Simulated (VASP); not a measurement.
The system is CoO.

```
CELL_PARAMETERS angstrom
2.82845 0.00000 0.00000
-1.41423 2.44951 0.00000
0.00000 0.00000 2.72172
ATOMIC_POSITIONS crystal
Co 0.00000 0.00000 0.50000
O 0.66667 0.33333 0.00000
```

The cell was built by a generator and needn't be a form met in nature.

* Program: VASP 6.6.1
* Task: relaxation of cell and atoms
* Functional: LDA
* Potentials or basis: VASP PAW LDA potentials, release 64 (Co, O)
* Cutoff: 600 eV
* k mesh: 8 × 8 × 7
* Occupations: fermi-dirac, width 0.05 eV
* Spin: collinear spin, ferromagnetic start
* Starting moments: [2.0, 0.0] μB

At the start: pressure -18.2 GPa; volume 9.43 Å³/atom.

Question: How do energy, volume and symmetry change on relaxing?

Answer: Over 10 steps the energy falls by 51.7 meV/atom and the volume is 8.54 Å³/atom (-9.4 %); space group P-6m2 (No. 187, to 0.05 Å); moment 2.76 μB per cell.

The path:
| step | energy change (eV) | largest force (eV/Å) | pressure (GPa) | volume (Å³) |
| --- | --- | --- | --- | --- |
| 1 | 0.0000 | 0.0000 | -18.19 | 18.86 |
| 2 | -0.0512 | 0.0001 | 16.39 | 16.08 |
| 3 | -0.1024 | 0.0001 | -0.65 | 17.17 |
| 4 | -0.1024 | 0.0001 | -0.17 | 17.13 |
| 5 | -0.1024 | 0.0001 | 0.26 | 17.10 |
| 6 | -0.1032 | 0.0000 | 0.44 | 17.07 |
| 7 | -0.1034 | 0.0000 | 0.54 | 17.04 |
| 8 | -0.1034 | 0.0000 | 0.43 | 17.05 |
| 9 | -0.1034 | 0.0000 | -0.30 | 17.11 |
| 10 | -0.1035 | 0.0000 | -0.03 | 17.09 |

Final structure:
```
Co O
1.0
     2.73206    0.00000    0.00000
    -1.36604    2.36604    0.00000
     0.00000    0.00000    2.64321
Co O
1 1
Cartesian
  -1.3660 2.3660 1.3216
  1.3660 0.7887 0.0000
```

Caveat: a cell with one magnetic atom can't hold antiferromagnetic order, which such compounds often take.
